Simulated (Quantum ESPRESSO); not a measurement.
## WS2 under changes of volume

One of the cells (49.592 Å³/atom); the others are scaled copies at fixed shape and fractional positions:

```
W S
1.0
     3.18352    0.00000    0.00000
    -1.59176    2.75701    0.00000
     0.00000    0.00000   16.95058
W S
1 2
Direct
  0.00000 0.00000 0.00000
  0.33333 0.66667 0.09200
  0.33333 0.66667 0.90800
```

* Program: Quantum ESPRESSO 7.5
* Functional: LDA
* Potentials or basis: PseudoDojo 0.4.1 SR LDA standard
* Cutoff: 952 eV
* Density cutoff: 3810 eV
* k mesh: 10 × 10 × 2
* Occupations: fermi-dirac, width 0.05 eV
* Spin: no spin polarisation

| volume (Å³/atom) | energy over the lowest point (meV/atom) | gap on the mesh (eV) | largest force (eV/Å) |
| --- | --- | --- | --- |
| 46.616 | 5.75 | 2.16 | 0.740 |
| 47.608 | 0.00 | 2.10 | 0.317 |
| 48.600 | 2.57 | 2.04 | 0.074 |
| 49.592 | 12.60 | 1.98 | 0.435 |
| 50.583 | 29.29 | 1.92 | 0.768 |
| 51.575 | ? | ? | ? |
| 52.567 | 79.94 | 1.81 | 1.360 |

Question: What does the run at 51.575 Å³/atom give?

Answer: Energy over the lowest point 51.95 meV/atom; gap on the mesh 1.87 eV; largest force 1.076 eV/Å.

Worked out: A Birch-Murnaghan fit of order 3 (a polynomial in V^(-2/3)) to the other rows has its minimum at 47.78 Å³/atom with B0 = V·E''(V) = 64 GPa and B' = 4.4 at fixed shape and positions, which overstates the stiffness. It gives 51.94 meV/atom at 51.575 Å³/atom, against the run's 51.95. A straight line through the other rows of the gap, of slope -2.93 eV per unit of ln V, gives 1.87 eV, against the run's 1.87.

Energies are extrapolated to zero smearing.

Caveats: spin-orbit coupling is left out, which moves the levels of the heavy elements.

A mesh can miss the band edges.
